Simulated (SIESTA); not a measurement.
Crystal: PbS (Galena).

```
Pb S
1.0
     0.00000    2.96575    2.96575
     2.96575    0.00000    2.96575
     2.96575    2.96575    0.00000
Pb S
1 1
Direct
  0.00000 0.00000 0.00000
  0.50000 0.50000 0.50000
```

Base run:

| Item | Value |
| --- | --- |
| Program | SIESTA 5.4.2 |
| Functional | PBE |
| Potentials or basis | PseudoDojo 0.4 standard (PBE files) |
| Basis | TZDP (energy shift 0.002 Ry) |
| Grid cutoff | 500 Ry |
| Energy shift | 0.002 Ry |
| k mesh | 8 × 8 × 8 |
| Occupations | fermi-dirac, width 0.05 eV |
| Spin | no spin polarisation |

Its results: band gap on the k mesh 0.41 eV, direct; pressure 2.6 GPa.

Task: After a change of settings the same cell gave: band gap on the k mesh 0.59 eV, direct; pressure 7.2 GPa. Which change was it?
A. basis from TZDP (energy shift 0.002 Ry) to SZ (energy shift 0.002 Ry)
B. basis from TZDP (energy shift 0.002 Ry) to DZP (energy shift 0.01 Ry); energy shift from 0.002 Ry to 0.01 Ry
C. functional from PBE to RPBE; basis from TZDP (energy shift 0.002 Ry) to DZP (energy shift 0.002 Ry)
D. basis from TZDP (energy shift 0.002 Ry) to DZP (energy shift 0.002 Ry); k mesh from 8 × 8 × 8 to 6 × 6 × 6

Result: A.

Caveats: spin-orbit coupling is left out, which as a rule narrows the gap of such compounds by several tenths of an eV; the basis of atomic orbitals isn't converged, which shifts pressures, moduli and gaps; semicore shells carry a single zeta, which can move pressures by several GPa and volumes by a few percent (some runs); the basis has no polarisation orbitals (some runs).
